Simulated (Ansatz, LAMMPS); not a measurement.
# Amorphous SiO2 (84 atoms): relaxation and levels of theory

Which bonds does the relaxation leave, and how do the Kohn-Sham gap, forces and pressure change with k-mesh and functional?

Calculated with Ansatz 0.2.0: Kohn-Sham DFT, PBE, PAW (set soft_2), plane waves; cutoff 420 eV, Γ point, fermi-dirac smearing of 0.025 eV.

**The cell**

Density at the start: 2.20 g/cm³. The cell holds 84 atoms: 28 Si and 56 O. Its edges and angles: a = 10.829 Å, b = 10.829 Å, c = 10.829 Å, α = 90.0°, β = 90.0°, γ = 90.0°. 84 atoms (28 Si, 56 O) placed at random at 2.2 g/cm³, melted at 4000 K for 10 ps at fixed volume with the Buckingham and Coulomb pair potential of Guillot and Sator (Geochim. Cosmochim. Acta 71, 1249 (2007)) with the boron terms of Wang et al. (J. Non-Cryst. Solids 498, 294 (2018)). Quenched from 4000 K to 300 K at 100 K/ps and fixed volume, held 5 ps, then minimised at fixed cell.

Cell and atoms were relaxed with PBE. The walk converged after 8 steps by the program's count, with a largest force component of 0.00816 eV/Å; it began at an r.m.s. force component of 0.56 eV/Å. The edges went from 10.829, 10.829, 10.829 to 10.851, 10.202, 10.777 Å, and the volume from 15.117 to 14.168 Å³ an atom (-6.3 %).

The input of the reference single point:

```yaml
crystal:
  lattice:
    - [10.84907, -0.16826, -0.06636]
    - [-0.16826, 10.19566, -0.31017]
    - [-0.06636, -0.31017, 10.77213]
  atoms:
    - { symbol: Si, position: [0.48892, 0.51804, 0.27477] }
    - { symbol: Si, position: [0.65397, 0.95081, 0.90687] }
    - { symbol: Si, position: [0.72598, 0.90746, 0.16624] }
    - { symbol: Si, position: [0.88862, 0.13965, 0.13452] }
    [... 78 atom lines left out ...]
    - { symbol: O, position: [0.78931, 0.55826, 0.06611] }
    - { symbol: O, position: [0.36869, 0.49849, 0.66306] }
kpoints:
  mp_grid: { grid: [1, 1, 1] }
hamiltonian:
  xc: pbe
scf:
  occupations: { method: fermi_dirac, width: 0.025 }
output:
  forces: true
  stress: true
  populations: true
  dos:
    method: { smearing: { sigma: 0.08 } }
    de: 0.05
    projected: { site_lists: { O: [O], Si: [Si] } }
  eigenvalues: true
  write_density: true
  write_potential: true
  volumetric_format: npy
```

**Bonds after relaxation**

Bonds by pair of elements; cutoffs follow the first minimum of g(r), held within bounds set by covalent radii, and pairs that aren't listed don't count as bonded:

```csv
pair A-B,cutoff (Å),bonds,mean length (Å),spread (Å),shortest (Å),B about A,A about B
O-Si,2.08,112,1.64,0.015,1.60,2,4
```

How many atoms have how many bonded neighbours:

```csv
element,mean,2,4
O,2,56,0
Si,4,0,28
```

**Beside experiment**

Measured values to set the calculation against. The density of pristine, uncompressed silica glass was measured at room temperature as a reference for densified samples (“Siliceous zeolite-derived topology of amorphous silica”, 2023, PMC10710485): density 2.2 g/cm³. A silica glass plate was measured by high-energy x-ray diffraction at 20 K and the Si-O distance was taken from the first PDF peak (“Polyhedral units and network connectivity in calcium aluminosilicate glasses from high-energy x-ray diffraction”, 2000, arxiv:cond-mat/0007490): nearest Si–O distance 1.61 Å; number of O about Si 4. The nearest silicon-silicon distance in amorphous silica was obtained by fitting a symmetric peak to the measured radial distribution (as quoted in “New insights into the origin of the first sharp diffraction peak in amorphous silica from an analysis of chemical and radial ordering”, 2024, arxiv:2403.10632): nearest Si–Si distance 3.08 Å; nearest O–O distance 2.63 Å. The mean Si-O-Si angle was obtained by reanalysing earlier high-energy photon diffraction data in combination with published neutron diffraction data on silica glass (“Bond angle distribution in amorphous germania and silica”, 1996, arxiv:chem-ph/9603004): Si–O–Si angle 148.3 °.

Calculation beside experiment:

```csv
quantity,measured,this cell,difference,method of the measurement
density,2.2 g/cm³,2.35 g/cm³,+6.7 %,tabulated bulk density
nearest Si–O distance,1.61 Å,1.64 Å,+1.6 %,"high-energy XRD, PDF Gaussian fit"
nearest Si–Si distance,3.08 Å,3.04 Å,-1.3 %,"diffraction, Gaussian radial peak fit"
nearest O–O distance,2.63 Å,2.66 Å,+1.1 %,"diffraction, Gaussian radial peak fit"
number of O about Si,4,4,+0.0 %,"high-energy XRD, PDF Gaussian fit"
Si–O–Si angle,148.3 °,140 °,-5.6 %,"x-ray and neutron diffraction, model fit"
```

The cell differs from the measured distances by up to 1.6 %, neighbour counts by up to 0.0 %, angles by up to 5.6 % and density by up to 6.7 %. Distances of this cell are positions of the first main peak of g(r), or bond means where the peak is narrow; means over all bonds within a cutoff lie farther out for broad shells. The network comes from the model that made the cell; DFT moved the atoms only locally, and no bond changed. Our coordination numbers hang on a cutoff, and experiments count neighbours in their own ways.

**Levels of theory**

Single points at the relaxed geometry:

```
functional  k-mesh  Kohn-Sham gap (eV)  pressure (GPa)  r.m.s. force component (eV/Å)  SCF cycles     time
       PBE   1×1×1               5.227            0.00                          0.003           9     15 s
       PBE   2×2×2               5.213            0.01                          0.005           9    2 min
     HSE06   1×1×1               7.063           -4.87                          0.198          13  2.8 min
    r2SCAN   1×1×1               5.910           -4.79                          0.166           9     33 s
    PBEsol   1×1×1               5.175           -2.50                          0.062           9     12 s
```

The gap is that between the highest filled and lowest empty Kohn-Sham level on the run's k-points. Cutoffs: 420 eV for PBE, HSE06 and PBEsol; 500 eV for r2SCAN. Times come from shared hosts and are rough.

**Findings**

By these cutoffs 100 % of O atoms have 2 and 100 % of Si atoms have 4 neighbours. The Kohn-Sham gap is 5.23 eV with PBE on the 1×1×1 mesh and 5.21 eV on 2×2×2. On the 1×1×1 mesh HSE06 changes the gap by +1.84 eV against PBE. Carrying that shift over to the 2×2×2 mesh gives 5.21 + 1.84 = 7.05 eV, an estimate that takes the shift to be alike at all k-points. On the reference's mesh the gap changes with r2SCAN by +0.68 eV and PBEsol by -0.05 eV. Against the reference the pressure changes with HSE06 by -4.9 GPa, r2SCAN by -4.8 GPa and PBEsol by -2.5 GPa; a negative change means a smaller volume than PBE would take. The denser mesh moves the energy by -0.8 meV/atom and the pressure by +0.01 GPa.

Limits: All single points share the geometry relaxed with PBE. The volume changed by -6.3 % on relaxing; in so small a cell, on this mesh and at this cutoff, the relaxed density is rough. One sample; tail or defect levels can set the gap of a disordered cell. The quench rate of 100 K/ps is many orders above laboratory rates, so the cell is likely richer in defects and strain than a real sample. The network of bonds at the start is that of the classical potential that made the cell, and needn't be the one that DFT or experiment would give. In some runs the program notes that the exchange-correlation potential is rough where the density is thin, the exchange threshold is loose for the stress and the SCF threshold is loose for the stress.

[Logs are printed without paths, hosts, clocks, repeated set-up lines and the standing remarks that a program may print on its own settings, such as how far it seeks lower states.]

[Hosts, paths, dates, database ids (printed as entryN), source tags and the programs' standing remarks are cut or masked in the printed files.]
